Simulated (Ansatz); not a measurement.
Take Sb2Te3 in the Bi2Te3 type structure (space group R-3m, No. 166; a = 4.2871 Å, c = 30.9297 Å (hexagonal axes)) as the base. Axes: x lies along a and z along c of the hexagonal cell.

Level of theory: plane-wave PAW DFT at the r2SCAN+rVV10 level (Ansatz, a program for electronic structure, 500 eV), no SOC, earlier PAW set.

Strains are applied to the cell and any free atomic positions relax.

One change was made to it. Results:

The shortest interatomic distance shrinks by 0.0098 Å, from 3.001 Å to 2.992 Å; the energy grows by 2.3 meV/atom; the largest internal atomic displacement comes out as 0.060 Å.

Q: Which of these changes matches the shifts?
(A) isotropic strain −1.98 %
(B) strain tensor (xx, yy, zz, yz, xz, xy) = (−0.35, +0.20, −2.14, −0.36, +0.25, −0.29) %
(C) uniaxial strain ε_zz = −0.71 %

A: B, strain tensor (xx, yy, zz, yz, xz, xy) = (−0.35, +0.20, −2.14, −0.36, +0.25, −0.29) %. For comparison, the energy relative to the base in the other runs: isotropic strain −1.98 % gives +14 meV/atom; uniaxial strain ε_zz = −0.71 % gives +0.2 meV/atom.

Whether these cells are dynamically stable was not tested. The final runs are not spin-polarised.
